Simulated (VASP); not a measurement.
**H: equation of state with PBE+D4**

H:

```
H
1.0
    -1.69153    1.69153    2.05847
     1.69153   -1.69153    2.05847
     3.38307    3.38307    0.00000
H
4
Direct
  0.95190 0.99177 0.90556
  0.39094 0.43562 0.57479
  0.07312 0.08417 0.00377
  0.58404 0.48845 0.51588
```

| Property | Result |
| --- | --- |
| Program | VASP 6.6.1 |
| Task | equation of state |
| Functional | PBE |
| Dispersion | D4 |
| Potentials or basis | VASP PAW PBE potentials, release 64 (H) |
| Cutoff | 500 eV |
| k mesh | 9 × 9 × 6 |
| Occupations | fermi-dirac, width 0.05 eV |
| Spin | no spin polarisation |

```
Equilibrium volume : outside the volumes run
```

Energy against volume, from the lowest point:
| volume (Å³/atom) | energy (meV/atom) |
| --- | --- |
| 11.073 | 59.29 |
| 11.309 | 47.35 |
| 11.544 | 36.31 |
| 11.780 | 26.11 |
| 12.015 | 16.69 |
| 12.251 | 7.99 |
| 12.487 | 0.00 |

Run time: 4 min on 1 thread of Intel(R) Xeon(R) Platinum 8259CL CPU @ 2.50GHz (Skylake/Cascade Lake), with other jobs on the host, peak memory 0.18 GiB.
